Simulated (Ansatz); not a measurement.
CdSe:

```
CELL_PARAMETERS angstrom
0.00000 3.07027 3.07027
3.07027 0.00000 3.07027
3.07027 3.07027 0.00000
ATOMIC_POSITIONS crystal
Cd 0.00000 0.00000 0.00000
Se 0.25000 0.25000 0.25000
```

Measurements of this composition are mostly on another form, of space group No. 186.

| Property | Result |
| --- | --- |
| Program | Ansatz 0.2.0 |
| Task | relaxation of cell and atoms |
| Functional | HF |
| Potentials or basis | Ansatz PAW |
| Cutoff | 420 eV (not typed: the program's choice for these potentials) |
| k mesh | 4 × 4 × 4 |
| Occupations | fermi-dirac, width 0.05 eV |
| Spin | no spin polarisation |

At the start: volume 28.94 Å³/atom.

Where does the relaxation end?

It ends after 7 steps and the volume is 31.30 Å³/atom (+8.2 %); space group F-43m (No. 216, to 0.05 Å).

The path:
| step | energy change (eV) | largest force (eV/Å) | volume (Å³) |
| --- | --- | --- | --- |
| 1 | 0.0000 | 0.0000 | 57.88 |
| 2 | -0.0244 | 0.0000 | 64.94 |
| 3 | -0.0420 | 0.0000 | 62.96 |
| 4 | -0.0432 | 0.0000 | 62.67 |
| 5 | -0.0609 | 0.0000 | 62.67 |
| 6 | -0.0612 | 0.0000 | 62.60 |
| 7 | -0.0612 | 0.0000 | 62.60 |

Final structure:
```
Cd Se
1.0
     0.00000    3.15152    3.15152
     3.15152    0.00000    3.15152
     3.15152    3.15152    0.00000
Cd Se
1 1
Direct
  0.00000 0.00000 0.00000
  0.25000 0.25000 0.25000
```

Caveat: the k mesh is coarse (spacing up to 0.44 Å⁻¹), so the values aren't converged, least of all with exact exchange; the plane-wave basis is chosen anew once the cell has moved, so the energies of steps on either side of that aren't comparable; the pressure holds a Pulay correction of +0.6 GPa for the finite cutoff; the PAW data sets come from PBE, with cores solved anew for the run's functional, which leaves a small shift of forces and pressure.
